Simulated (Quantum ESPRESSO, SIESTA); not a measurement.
**SrO and spin-orbit coupling, program beside program**

```
CELL_PARAMETERS angstrom
0.00000 2.56630 2.56630
2.56630 0.00000 2.56630
2.56630 2.56630 0.00000
ATOMIC_POSITIONS crystal
Sr 0.50000 0.50000 0.50000
O 0.00000 0.00000 0.00000
```

Kept alike: task band structure; functional PBE; k mesh 9 × 9 × 9; occupations fermi-dirac, width 0.05 eV. The mesh is that of the run's cell of 2 atoms.

- A: Quantum ESPRESSO; PseudoDojo 0.4.1 SR PBE standard (False); PseudoDojo 0.4 FR PBE standard (True), cutoff 1143 eV
- B: SIESTA; files PseudoDojo sr-pbe-0.4.1-standard, DZP (energy shift 0.003 Ry; two zetas on semicore shells; d shell added on Sr) (False); files PseudoDojo fr-pbe-0.4-standard, DZP (energy shift 0.003 Ry; two zetas on semicore shells; d shell added on Sr) (True), atomic orbitals

| spin-orbit coupling | A: pressure (GPa) | B: pressure (GPa) |
| --- | --- | --- |
| off | 3.10 | 4.12 |
| on | 3.15 | 4.10 |

Pressure is positive in compression; plane-wave values hold the error of the finite cutoff.

Question: How large is the effect of spin-orbit coupling, and do the programs agree on it?

Answer: From off to on the pressure moves by +0.05 in A, -0.02 in B (GPa). Row by row the programs differ by 0.95 to 1.02, and they don't agree on the direction.
